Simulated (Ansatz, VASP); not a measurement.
# One calculation of BN, two programs

```xyz
2
Lattice="0.0000 1.8130 1.8130 1.8130 0.0000 1.8130 1.8130 1.8130 0.0000" Properties=species:S:1:pos:R:3 pbc="T T T"
N     0.9065    0.9065    0.9065
B     0.0000    0.0000    0.0000
```

The cell is a database's computed one.

Alike in both runs: task single point; functional RPBE; k mesh 13 × 13 × 13; occupations gaussian, width 0.02 eV; no spin polarisation.

|  | VASP | Ansatz |
| --- | --- | --- |
| version | VASP 6.6.1 | Ansatz 0.2.0 |
| potentials or method | VASP PAW PBE potentials, release 54 (N, B) | Ansatz PAW |
| plane-wave cutoff (eV) | 520 | 420 |
| valence electrons in the cell | 8 | 8 |

```csv
,VASP,Ansatz,Ansatz less VASP
gap on the k mesh at the Fermi level (eV),4.55,4.57,+0.016
least direct gap on the mesh (eV),8.83,8.85,+0.016
pressure (GPa),5.6,5.4,-0.21
```

With one functional, cell and mesh, what is left measures potentials, basis and numerics.

Caveats: the PAW data sets were made with another functional, which shifts forces and pressure a little (VASP); an odd mesh through Γ misses points on the zone boundary, where band edges often lie (VASP); odd divisions of the mesh miss points on the zone boundary, where band edges often lie, so the gap on the mesh can be too wide (Ansatz); the pressure holds a Pulay correction of +0.9 GPa for the finite cutoff (Ansatz); the PAW data sets come from PBE, with cores solved anew for the run's functional, which leaves a small shift of forces and pressure (Ansatz). A hybrid or GW would open this gap; RPBE tends to underestimate it.
